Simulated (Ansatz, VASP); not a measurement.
# Ge: VASP beside Ansatz

```
Ge
1.0
     2.40403    0.00000    0.00000
    -1.20201    2.08195    0.00000
     0.00000    0.00000    2.24697
Ge
1
Direct
  0.00000 0.00000 0.00000
```

Change from the starting cell: volume scaled by 0.58, LAPW.

Alike in both runs: task single point; functional PBE; k mesh 17 × 17 × 15; occupations fermi-dirac, width 0.1 eV; no spin polarisation.

|  | VASP | Ansatz |
| --- | --- | --- |
| version | VASP 6.6.1 | Ansatz 0.2.0 |
| potentials or method | VASP PAW PBE potentials, release 64 (Ge_d), cutoff 520 eV | all-electron LAPW, scalar-relativistic |

|  | VASP | Ansatz | Ansatz less VASP |
| --- | --- | --- | --- |
| pressure (GPa) | 126.6 | 126.3 | -0.36 |
| largest component of the traceless stress (GPa) | 0.39 | 0.28 | -0.113 |

Ansatz ran all-electron here, so the differences hold the error of VASP's frozen core and of both bases.

Caveats: the cell as given lies far from equilibrium; so large a pressure means that the cell lies far from this level's equilibrium, or that cutoff or potentials fall short (VASP).
